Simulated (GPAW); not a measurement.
# SnTe: band structure with PW91

**The experiment to reproduce.**

A printed reference work, textbook reports, for a bulk crystal of SnTe at 300 K: band gap 0.18 eV (direct).

The system is SnTe.

```
CELL_PARAMETERS angstrom
0.00000 3.15085 3.15085
3.15085 0.00000 3.15085
3.15085 3.15085 0.00000
ATOMIC_POSITIONS crystal
Te 0.50000 0.50000 0.50000
Sn 0.00000 0.00000 0.00000
```

```yaml
Program: GPAW 26.7.0
Task: band structure
Functional: PW91
Potentials_or_basis: PAW data sets generated in the run's folder for this functional
Cutoff: 600 eV
Basis: pw
k_mesh: 6 × 6 × 6
Occupations: fermi-dirac, width 0.05 eV
Spin: spin-orbit coupling, no magnetisation
Maxiter: 150
Band_path: GXWKGLUWLK,UX
Band_points: 60
spin_axis_theta_degrees: 0
spin_axis_phi_degrees: 0
Soc_after_scf: second variation
```

```yaml
Pressure: 2.0 GPa
Band_gap_on_the_k_mesh: 0.29 eV, direct
Band_gap_along_the_path: 0.29 eV, direct
```

Levels at the corners of the path, in eV from the valence-band top:
| point | band 18 | band 19 | band 20 | band 21 | band 22 | band 23 |
| --- | --- | --- | --- | --- | --- | --- |
| Γ | -1.70 | -1.70 | -1.70 | 2.84 | 2.84 | 3.78 |
| X | -3.85 | -3.35 | -3.35 | 2.37 | 2.37 | 4.62 |
| W | -4.59 | -0.69 | -0.69 | 0.97 | 0.97 | 4.67 |
| K | -3.19 | -2.50 | -2.50 | 2.92 | 2.92 | 3.44 |
| Γ | -1.70 | -1.70 | -1.70 | 2.84 | 2.84 | 3.78 |
| L | -1.36 | 0.00 | 0.00 | 0.29 | 0.29 | 0.46 |
| U | -3.19 | -2.50 | -2.50 | 2.92 | 2.92 | 3.44 |
| W | -4.59 | -0.69 | -0.69 | 0.97 | 0.97 | 4.67 |
| L | -1.36 | 0.00 | 0.00 | 0.29 | 0.29 | 0.46 |
| K | -3.19 | -2.50 | -2.50 | 2.92 | 2.92 | 3.44 |
| U | -3.19 | -2.50 | -2.50 | 2.92 | 2.92 | 3.44 |
| X | -3.85 | -3.35 | -3.35 | 2.37 | 2.37 | 4.62 |

Wall time 66 s on 1 thread of Arm Neoverse V1 (shared host), peak memory 0.3 GiB.

A measured gap of SnTe is 0.18 eV (direct; 300 K; a printed reference work, textbook); the calculated 0.29 eV misses it by +0.11 eV. The value is that of PW91, without temperature or zero-point motion.

Caveat: spin-orbit coupling was added after a scalar SCF, so levels and gaps hold it while energy, forces, pressure and moments don't; this program's spin-orbit splittings come out too wide for heavy elements.
